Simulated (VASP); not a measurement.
# Ti (P6/mmm) in VASP: a series of runs

Runs on Ti. Level: PBE. Tasks: single point.

Everything below comes from runs of VASP 6.6.1. Logs are shortened: lines on timing, memory, paths and dates and some standing lists are left out, and cuts for length are marked.

**1. The crystal as given**

Symmetry: P6/mmm, No. 191, hexagonal system. The conventional cell has a = 4.567 Å, b = 4.567 Å, c = 2.826 Å, α = 90.00°, β = 90.00°, γ = 120.00°. Ti (site symmetry -6m2) has 11 Ti at 2.64 to 2.99 Å as nearest neighbours. Ti (site symmetry 6/mmm) is surrounded by 14 Ti at 2.83 to 2.99 Å.

This isn't the form of Ti at room conditions, which is hcp.

**2. Single point, PBE**

File INCAR:

```
SYSTEM = Ti
PREC     = Normal         ! precision mode
ENCUT    = 400            ! plane-wave cutoff, eV
EDIFF    = 1E-4           ! SCF threshold, eV
ISMEAR   = 0              ! smearing method
SIGMA    = 0.15           ! smearing width, eV
LREAL    = Auto         
LASPH    = .True.         ! aspherical terms in the spheres
NELM     = 100            ! most SCF steps
ALGO     = Normal         ! electronic algorithm
ISIF     = 2              ! what is computed and relaxed
LWAVE    = .False.        ! write WAVECAR
LCHARG   = .False.        ! write CHGCAR
GGA      = PE             ! functional
NBANDS   = 13             ! bands
ADDGRID  = .False.
```

File KPOINTS:

```
Automatic mesh
0
Gamma
  5 5 7
  0 0 0
```

File POSCAR:

```
Ti
1.0
    4.5673748306      0.0000000000      0.0000000000
   -2.2836874153      3.9554626319      0.0000000000
    0.0000000000      0.0000000000      2.8262442700
Ti
3
Direct
    0.6666666667      0.3333333333      0.5000000000
    0.3333333333      0.6666666667      0.5000000000
    0.0000000000      0.0000000000      0.0000000000
```

Potentials or basis: VASP PAW PBE potentials, release 64 (Ti).

Command:

```bash
$ cat potpaw_PBE.64/Ti/POTCAR > POTCAR
$ mpirun -np 1 vasp_std > vasp.out
```

OUTCAR:

```text
SYSTEM = Ti
   PREC = Normal
   ENCUT = 400
   EDIFF = 1E-4
   ISMEAR = 0
   LREAL = Auto
   LASPH = .True.
   NELM = 100
   ISIF = 2
   GGA = PE

 Found     20 irreducible k-points:

 Following reciprocal coordinates:
            Coordinates               Weight
  0.000000  0.000000  0.000000      1.000000
  0.200000  0.000000  0.000000      6.000000
  0.400000  0.000000  0.000000      6.000000
  0.200000  0.200000  0.000000      6.000000
  0.400000  0.200000  0.000000      6.000000
  0.000000  0.000000  0.142857      2.000000
   k-points           NKPTS =     20   k-points in BZ     NKDIM =     20   number of bands    NBANDS=     13
   number of dos      NEDOS =    301   number of ions     NIONS =      3
   total plane-waves  NPLWV =   8064
   dimension x,y,z NGX =    24 NGY =   24 NGZ =   14
   dimension x,y,z NGXF=    48 NGYF=   48 NGZF=   28
   ions per type =               3
   NGX,Y,Z   is equivalent  to a cutoff of   8.74,  8.74,  8.24 a.u.
   NGXF,Y,Z  is equivalent  to a cutoff of  17.47, 17.47, 16.47 a.u.
 SYSTEM =  Ti
   PREC   = normal    normal or accurate (medium, high low for compatibility)
   ISTART =      0    job   : 0-new  1-cont  2-samecut
   ICHARG =      2    charge: 1-file 2-atom 10-const
   ISPIN  =      1    spin polarized calculation?
   LNONCOLLINEAR =      F non collinear calculations
   LSORBIT =      F    spin-orbit coupling
   LASPH  =      T    aspherical Exc in radial PAW
   ENCUT  =  400.0 eV  29.40 Ry    5.42 a.u.   7.45  7.45  4.61*2*pi/ulx,y,z
   NELM   =    100;   NELMIN=  2; NELMDL= -5     # of ELM steps
   EDIFF  = 0.1E-03   stopping-criterion for ELM
   LREAL  =      T    real-space projection
   EDIFFG = 0.1E-02   stopping-criterion for IOM
   NSW    =      0    number of steps for IOM
   IBRION =     -1    ionic relax: 0-MD 1-quasi-New 2-CG
   NFREE  =      0    steps in history (QN), initial steepest desc. (CG)
   ISIF   =      2    stress and relaxation
   ISYM   =      2    0-nonsym 1-usesym 2-fastsym
   POTIM  = 0.5000    time-step for ionic-motion
   TEBEG  =    0.0;   TEEND  =   0.0 temperature during run
   PSTRESS=    0.0 pullay stress
   NELECT =      12.0000    total number of electrons
   NUPDOWN=      -1.0000    fix difference up-down
   EMIN   =  10.00;   EMAX   =-10.00  energy-range for DOS
   EFERMI =   0.00;   METHOD = LEGACY
   ISMEAR =     0;   SIGMA  =   0.15  broadening in eV -4-tet -1-fermi 0-gaus
   EFERMI_NEDOS =   21; number of points for ismear=-14 and -15
   IALGO  =     38    algorithm
   IMIX   =      4    mixing-type and parameters
     AMIX     =   0.40;   BMIX     =  1.00
     AMIX_MAG =   1.60;   BMIX_MAG =  1.00
  volume/ion in A,a.u.               =      17.02       114.85
  Fermi-wavevector in a.u.,A,eV,Ry     =   1.010285  1.909162 13.887145  1.020676
  Thomas-Fermi vector in A             =   2.143265
   LORBIT       =      0    0 simple, 1 ext, 2 COOP (PROOUT), +10 PAW based schemes
   GGA     = PE    functional components
   LHFCALC =     F    Hartree Fock is set to
   AEXX    =    0.0000 exact exchange contribution
   IVDW    =     0    specifies the selected vdW correction
   LEPSILON=     F    determine dielectric tensor
   LRPA    =     F    only Hartree local field effects (RPA)
 non-spin polarized calculation
 Gauss-broadening in eV      SIGMA  =   0.15
  energy-cutoff  :      400.00
  volume of cell :       51.06
 maximum number of plane-waves:       945
   NGX = 15   NGY = 15   NGZ =  9

 number of electron      12.0000008 magnetization

 Free energy of the ion-electron system (eV)
  ---------------------------------------------------
  ext. energy  EPLUGINS =         0.00000000
  ---------------------------------------------------
  free energy    TOTEN  =       -23.33441549 eV

  energy without entropy =      -23.29493136  energy(sigma->0) =      -23.31467343

 E-fermi :   3.0271     XC(G=0): -11.1545

 val. band max:        3.0133176145   @ k =   0.4000   0.0000   0.1429
 cond. band min:       3.0445255256   @ k =   0.0000   0.0000   0.0000
 fundamental gap:      0.0312079112
 Fermi energy:         3.0270769750

 k-point     1 :       0.0000    0.0000    0.0000
  band No.  band energies     occupation
      1      -2.9673      2.00000
      2       1.1188      2.00000
      3       2.3468      2.00000
      4       2.3468      2.00000
      5       2.4450      2.00000
      6       2.4450      2.00000
      7       3.0445      0.86933
      8       3.7228      0.00000
      9       4.3169      0.00000
     10       4.3169      0.00000
     11       4.8352      0.00000
     12       4.9456      0.00000
     13       4.9457      0.00000

 k-point     2 :       0.2000    0.0000    0.0000
  band No.  band energies     occupation
      1      -2.5102      2.00000
      2       1.0426      2.00000
      3       1.5691      2.00000
      4       2.1341      2.00000
      5       2.2114      2.00000
      6       3.0481      0.84300
      7       3.2876      0.01403
      8       3.7437      0.00000
      9       4.0222      0.00000
     10       4.3863      0.00000
     11       4.5323      0.00000
     12       4.6422      0.00000
     13       5.4870      0.00000

 k-point     3 :       0.4000    0.0000    0.0000
  band No.  band energies     occupation
      1      -1.2802      2.00000
      2       0.2641      2.00000
      3       0.5882      2.00000
      4       2.3541      2.00000
      5       2.4948      2.00000
      6       2.9925      1.25592
      7       3.2974      0.01082
      8       3.6131      0.00000
      9       3.9732      0.00000
     10       4.1026      0.00000
     11       4.7065      0.00000
     12       5.3793      0.00000
     13       5.3948      0.00000

 k-point     4 :       0.2000    0.2000    0.0000
  band No.  band energies     occupation
      1      -1.6757      2.00000
      2       0.5656      2.00000
      3       0.8470      2.00000
      4       2.1773      2.00000
      5       2.7065      1.99749
      6       2.9941      1.24438
      7       3.5052      0.00001
      8       3.5689      0.00000
      9       3.5811      0.00000
     10       4.3524      0.00000
     11       4.3698      0.00000
     12       5.1199      0.00000
     13       5.5836      0.00000

 k-point     5 :       0.4000    0.2000    0.0000
  band No.  band energies     occupation
      1      -0.4550      2.00000
      2      -0.2891      2.00000
      3       0.3251      2.00000
      4       2.6900      1.99852
      5       2.7308      1.99479
      6       2.8800      1.83456
      7       3.2467      0.03841
      8       3.3187      0.00598
      9       3.7415      0.00000
     10       4.2583      0.00000
     11       4.7632      0.00000
     12       4.8477      0.00000
     13       5.6688      0.00000

 k-point     6 :       0.0000    0.0000    0.1429
  band No.  band energies     occupation
      1      -2.5130      2.00000
      2       1.4522      2.00000
      3       2.0623      2.00000
      4       2.0623      2.00000
      5       2.2365      2.00000
      6       2.2365      2.00000
      7       3.6378      0.00000
      8       4.1121      0.00000
      9       4.2201      0.00000
     10       4.2201      0.00000
     11       4.7603      0.00000
     12       4.7603      0.00000
     13       5.2111      0.00000

 [... further k-points ...]

------------------------ aborting loop because EDIFF is reached ----------------------------------------

  FORCE on cell =-STRESS in cart. coord.  units (eV):
  Direction    XX          YY          ZZ          XY          YZ          ZX
  --------------------------------------------------------------------------------------
  -------------------------------------------------------------------------------------
  Total       -0.3551186     -0.3551186     -0.1933919      0.0000000      0.0000000     -0.0000000
  in kB      -11.1432127    -11.1432127     -6.0684134      0.0000000      0.0000000     -0.0000000
  external PRESSURE =      -9.4516129 kB  Pullay stress =       0.0000000 kB

 VOLUME and BASIS-vectors are now :
 -----------------------------------------------------------------------------
  energy-cutoff  :      400.00
  volume of cell :       51.06
      direct lattice vectors                 reciprocal lattice vectors
     4.567374831  0.000000000  0.000000000     0.218944150  0.126407464  0.000000000
    -2.283687415  3.955462632  0.000000000     0.000000000  0.252814928  0.000000000
     0.000000000  0.000000000  2.826244270     0.000000000  0.000000000  0.353826458

 POSITION                                       TOTAL-FORCE (eV/Angst)
 -----------------------------------------------------------------------------------
      2.28369      1.31849      1.41312        -0.000000      0.000000      0.000000
     -0.00000      2.63698      1.41312         0.000000      0.000000      0.000000
      0.00000      0.00000      0.00000         0.000000      0.000000      0.000000
 -----------------------------------------------------------------------------------
    total drift:                                0.000000      0.000000      0.000000

  FREE ENERGIE OF THE ION-ELECTRON SYSTEM (eV)
  ---------------------------------------------------
  free  energy   TOTEN  =       -23.3344154941 eV

  energy  without entropy=      -23.2949313595  energy(sigma->0) =      -23.31467343
```

Run time: 7.5 s. Hardware: 1 thread of Intel Xeon Platinum 8488C (Sapphire Rapids), shared host; peak memory 0.12 GiB.

The run converged, but some of its settings lie outside the range that counts as converged, so its numbers aren't taken as properties of the crystal.

Results:

```yaml
Free_energy: -23.3344 eV
Pressure: -0.9 GPa
Band_gap_on_the_k_mesh: none (metal or under the smearing width)
```

**3. Single point, PBE**

INCAR is that of step 2.

KPOINTS is that of step 2.

File POSCAR:

```
Ti
1.0
    4.5673748306      0.0000000000      0.0000000000
   -2.2836874153      3.9554626319      0.0000000000
    0.0000000000      0.0000000000      2.8262442700
Ti
3
Direct
    0.6535550000      0.3369470000      0.4982190000
    0.3492570000      0.6782810000      0.5288300000
    0.0014220000     -0.0021490000     -0.0037100000
```

Potentials or basis: VASP PAW PBE potentials, release 64 (Ti).

Command:

```bash
$ cat potpaw_PBE.64/Ti/POTCAR > POTCAR
$ mpirun -np 1 vasp_std > vasp.out
```

OUTCAR:

```text
SYSTEM = Ti
   PREC = Normal
   ENCUT = 400
   EDIFF = 1E-4
   ISMEAR = 0
   LREAL = Auto
   LASPH = .True.
   NELM = 100
   ISIF = 2
   GGA = PE

 Found     88 irreducible k-points:

 Following reciprocal coordinates:
            Coordinates               Weight
  0.000000  0.000000  0.000000      1.000000
  0.200000  0.000000  0.000000      2.000000
  0.000000  0.200000  0.000000      2.000000
 -0.200000  0.200000  0.000000      2.000000
[... 166 lines left out ...]
      9       3.9993      0.00000
     10       4.1044      0.00000
     11       4.7337      0.00000
     12       5.3910      0.00000
     13       5.4068      0.00000

 [... further k-points ...]
[... 5 lines left out ...]
  --------------------------------------------------------------------------------------
  -------------------------------------------------------------------------------------
  Total       -0.2560475     -0.3418042     -0.0440784      0.0595725      0.0448507      0.0300779
  in kB       -8.0344755    -10.7254222     -1.3831283      1.8693174      1.4073621      0.9438086
  external PRESSURE =      -6.7143420 kB  Pullay stress =       0.0000000 kB

 VOLUME and BASIS-vectors are now :
 -----------------------------------------------------------------------------
  energy-cutoff  :      400.00
  volume of cell :       51.06
      direct lattice vectors                 reciprocal lattice vectors
     4.567374831  0.000000000  0.000000000     0.218944150  0.126407464  0.000000000
    -2.283687415  3.955462632  0.000000000     0.000000000  0.252814928  0.000000000
     0.000000000  0.000000000  2.826244270     0.000000000  0.000000000  0.353826458

 POSITION                                       TOTAL-FORCE (eV/Angst)
 -----------------------------------------------------------------------------------
      2.21555      1.33278      1.40809         0.256966     -0.026843      0.002468
      0.04621      2.68292      1.49460        -0.230472     -0.041756     -0.259100
     -2.27228      3.94696      2.81576        -0.026494      0.068598      0.256631
 -----------------------------------------------------------------------------------
    total drift:                                0.009149      0.000074     -0.005089

  FREE ENERGIE OF THE ION-ELECTRON SYSTEM (eV)
  ---------------------------------------------------
  free  energy   TOTEN  =       -23.3059776160 eV

  energy  without entropy=      -23.2656191578  energy(sigma->0) =      -23.28579839
```

Wall time 18 s (1 thread of Intel Xeon Platinum 8488C (Sapphire Rapids), shared host); peak memory 0.14 GiB.

The run converged, but some of its settings lie outside the range that counts as converged, so its numbers aren't taken as properties of the crystal.

Results:

| Property | Result |
| --- | --- |
| Free energy | -23.3060 eV |
| Pressure | -0.7 GPa |
| Largest force | 0.349 eV/Å |
| Band gap on the k mesh | none (metal or under the smearing width) |

**4. Single point, PBE**

File INCAR:

```
SYSTEM = Ti
PREC     = Accurate       ! precision mode
ENCUT    = 350            ! plane-wave cutoff, eV
EDIFF    = 1E-6           ! SCF threshold, eV
ISMEAR   = 0              ! smearing method
SIGMA    = 0.15           ! smearing width, eV
LREAL    = .False.        ! projectors in reciprocal space
LASPH    = .True.         ! aspherical terms in the spheres
NELM     = 100            ! most SCF steps
ALGO     = Normal         ! electronic algorithm
ISIF     = 2              ! what is computed and relaxed
LWAVE    = .False.        ! write WAVECAR
LCHARG   = .False.        ! write CHGCAR
GGA      = PE             ! functional
NBANDS   = 13             ! bands
ADDGRID  = .False.
```

File KPOINTS:

```
Automatic mesh
0
Gamma
  6 6 8
  0 0 0
```

File POSCAR:

```
Ti
1.0
    4.5673748306      0.0000000000      0.0000000000
   -2.2836874153      3.9554626319      0.0000000000
    0.0000000000      0.0000000000      2.8262442700
Ti
3
Direct
    0.6666666667      0.3333333333      0.5000000000
    0.3333333333      0.6666666667      0.5000000000
    0.0000000000      0.0000000000      0.0000000000
```

Command:

```bash
$ cat potpaw_PBE.64/Ti/POTCAR > POTCAR
$ mpirun -np 1 vasp_std > vasp.out
```

Wall time 11 s (1 thread of Intel Xeon Platinum 8488C (Sapphire Rapids), shared host); peak memory 0.13 GiB.

These settings aren't checked as converged: the numbers below hold their error.

What came out:

| Property | Result |
| --- | --- |
| Free energy | -23.3360 eV |
| Pressure | -1.0 GPa |
| Band gap on the k mesh | none (metal or under the smearing width) |

**5. Single point, PBE**

INCAR is that of step 4.

KPOINTS is that of step 4.

File POSCAR:

```
Ti
1.0
    4.5673748306      0.0000000000      0.0000000000
   -2.2836874153      3.9554626319      0.0000000000
    0.0000000000      0.0000000000      2.8262442700
Ti
3
Direct
    0.6535550000      0.3369470000      0.4982190000
    0.3492570000      0.6782810000      0.5288300000
    0.0014220000     -0.0021490000     -0.0037100000
```

Command:

```bash
$ cat potpaw_PBE.64/Ti/POTCAR > POTCAR
$ mpirun -np 1 vasp_std > vasp.out
```

It took 38 s on 1 thread of Intel Xeon Platinum 8488C (Sapphire Rapids), shared host; peak memory 0.17 GiB.

These settings aren't checked as converged: the numbers below hold their error.

Results:

| Item | Value |
| --- | --- |
| Free energy | -23.3063 eV |
| Pressure | -0.8 GPa |
| Largest force | 0.364 eV/Å |
| Band gap on the k mesh | none (metal or under the smearing width) |

**6. For comparison**

An earlier run on the cell as given: functional PBEsol; potentials or basis VASP PAW PBE potentials, release 64 (Ti_sv); cutoff 520 eV; k mesh 7 × 7 × 9; occupations fermi-dirac, width 0.05 eV; no spin polarisation.

- Pressure: -3.9 GPa
- Band gap on the k mesh: none (metal or under the smearing width)
